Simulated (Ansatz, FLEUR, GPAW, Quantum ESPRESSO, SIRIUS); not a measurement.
# W: programs and potentials compared

```
CELL_PARAMETERS angstrom
-1.58234 1.58234 1.58234
1.58234 -1.58234 1.58234
1.58234 1.58234 -1.58234
ATOMIC_POSITIONS crystal
W 0.00000 0.00000 0.00000
```

Alike in all runs: task equation of state; functional LDA; k mesh 12 × 12 × 12; occupations fermi-dirac, width 0.05 eV; no spin polarisation; no spin-orbit coupling. LDA stands for any of its common fits.

| program and potentials | plane-wave cutoff (eV) | notes | equilibrium volume (Å³/atom) | bulk modulus (GPa) |
| --- | --- | --- | --- | --- |
| Ansatz, Ansatz PAW | 420 | potentials made for PBE, which Ansatz adapts in part | 15.40 | 327.3 |
| SIRIUS, all-electron FP-LAPW, apw+lo standard | - | - | 15.39 | 325.8 |
| FLEUR, all-electron, FLAPW | - | - | 15.39 | 326.2 |
| GPAW, the program's PAW data sets (release 1.2.1) made for this functional | 600 | - | 15.35 | 327.5 |
| Ansatz, all-electron LAPW, scalar-relativistic | - | - | 15.40 | 325.7 |
| Quantum ESPRESSO, GBRV 1.5 LDA | 612 | - | 15.44 | 329.9 |
| Ansatz, PseudoDojo LDA | 952 | - | 15.35 | 327.5 |
| Quantum ESPRESSO, PseudoDojo 0.4.1 SR LDA standard | 952 | - | 15.36 | 327.4 |

The equilibrium volume spans 15.35 (GPAW, the program's PAW data sets (release 1.2.1) made for this functional) to 15.44 Å³/atom (Quantum ESPRESSO, GBRV 1.5 LDA), with all-electron results at 15.39 to 15.40. The bulk modulus spans 325.7 (Ansatz, all-electron LAPW, scalar-relativistic) to 329.9 GPa (Quantum ESPRESSO, GBRV 1.5 LDA), with all-electron results at 325.7 to 326.2. For a metal such a mesh isn't converged, which the comparison doesn't need.

The functional is the same throughout but for its coding, so the spread measures potentials, basis and numerics; runs on potential files found faulty are left out.
